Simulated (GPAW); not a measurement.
ZnO:

```
Zn O
1.0
     3.28797    0.00000    0.00000
    -1.64398    2.84746    0.00000
     0.00000    0.00000    7.13044
Zn O
2 2
Direct
  0.00000 0.00000 0.25000
  0.00000 0.00000 0.75000
  0.66667 0.33333 0.75000
  0.33333 0.66667 0.25000
```

Measurements of this composition are mostly on another form, of space group No. 186.

Base run:

| Property | Result |
| --- | --- |
| Program | GPAW 26.7.0 |
| Functional | LDA |
| Potentials or basis | the program's PAW data sets (release 1.2.1) made for this functional |
| Cutoff | 800 eV |
| Basis | pw |
| k mesh | 9 × 9 × 4 |
| Occupations | gaussian, width 0.05 eV |
| Spin | no spin polarisation |

Its results: band gap on the k mesh 0.75 eV, direct; pressure -9.1 GPa.

**Question.** The run is repeated on the same cell with these changes: functional from LDA to RPBE; occupations from gaussian, width 0.05 eV to gaussian, width 0.02 eV. What comes out?

**Answer.** Band gap on the k mesh 0.95 eV, direct; pressure 3.4 GPa.

Caveats: an odd mesh through Γ misses points on the zone boundary, where band edges often lie.
